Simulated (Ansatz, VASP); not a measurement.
One calculation of ZnS (Wurtzite-6H), two programs

INCAR

```
PREC = Accurate ; ENCUT = 600
EDIFF = 1E-6 ; ISMEAR = -1
SIGMA = 0.05 ; LREAL = False
LASPH = True ; NELM = 80
ALGO = Normal ; ISIF = 3
LWAVE = False ; LCHARG = False
GGA = PE ; IVDW = 13
IBRION = 2 ; NSW = 60
EDIFFG = -0.02
```

The input KPOINTS:

```
Automatic mesh
0
Gamma
  8 8 2
```

POSCAR

```
ZnS
1.0
    3.8120000000      0.0000000000      0.0000000000
   -1.9060000000      3.3012888392      0.0000000000
    0.0000000000      0.0000000000     18.6899900000
Zn S
6 6
Direct
    0.3333333333      0.6666666667      0.8333300000
    0.6666666667      0.3333333333      0.3333300000
    0.6666666667      0.3333333333      0.6666700000
    0.3333333333      0.6666666667      0.1666700000
    0.0000000000      0.0000000000      0.5000000000
    0.0000000000      0.0000000000      0.0000000000
    0.3333333333      0.6666666667      0.9583300000
    0.6666666667      0.3333333333      0.4583300000
    0.6666666667      0.3333333333      0.7916700000
    0.3333333333      0.6666666667      0.2916700000
    0.0000000000      0.0000000000      0.6250000000
    0.0000000000      0.0000000000      0.1250000000
```

The input input.yaml:

```yaml
crystal:
  lattice:
    - [3.812, 0.0, 0.0]
    - [-1.906, 3.3012888392, 0.0]
    - [0.0, 0.0, 18.68999]
  atoms:
    - { symbol: Zn, position: [0.3333333333, 0.6666666667, 0.83333] }
    - { symbol: Zn, position: [0.6666666667, 0.3333333333, 0.33333] }
    - { symbol: Zn, position: [0.6666666667, 0.3333333333, 0.66667] }
    - { symbol: Zn, position: [0.3333333333, 0.6666666667, 0.16667] }
    - { symbol: Zn, position: [0.0, 0.0, 0.5] }
    - { symbol: Zn, position: [0.0, 0.0, 0.0] }
    - { symbol: S, position: [0.3333333333, 0.6666666667, 0.95833] }
    - { symbol: S, position: [0.6666666667, 0.3333333333, 0.45833] }
    - { symbol: S, position: [0.6666666667, 0.3333333333, 0.79167] }
    - { symbol: S, position: [0.3333333333, 0.6666666667, 0.29167] }
    - { symbol: S, position: [0.0, 0.0, 0.625] }
    - { symbol: S, position: [0.0, 0.0, 0.125] }
hamiltonian:
  xc: pbe
  pseudopotentials: { kind: paw }
  dispersion: d4
kpoints:
  mp_grid: { grid: [8, 8, 2] }
scf:
  occupations: { method: fermi_dirac, width: 0.05 }
output:
  forces: true
  stress: true
relax:
  f_tol: 0.01
  max_steps: 40
  cell: { stress_tol: 0.05 }
```

Alike in both runs: task relaxation of cell and atoms; functional PBE; dispersion D4; k mesh 8 × 8 × 2; occupations fermi-dirac, width 0.05 eV; no spin polarisation.

```csv
,VASP,Ansatz
version,VASP 6.6.1,Ansatz 0.2.0
potentials or method,"VASP PAW PBE potentials, release 64 (Zn, S)",Ansatz PAW
plane-wave cutoff (eV),600,420
valence electrons in the cell,108,108
```

Ansatz gave:

```
relaxed volume (Å³/atom)                                     : 19.45
relaxed cell length with the largest relative difference (Å) : 3.800
```

Problem. Estimate VASP's values.

Solution. Relaxed volume (Å³/atom): 19.49; relaxed cell length with the largest relative difference (Å): 3.804.

Caveats: the plane-wave basis is chosen anew once the cell has moved, so the energies of steps on either side of that aren't comparable (Ansatz). A k mesh can miss the band edges. Expect the measured gap to be larger: semilocal functionals such as PBE lack the derivative discontinuity.
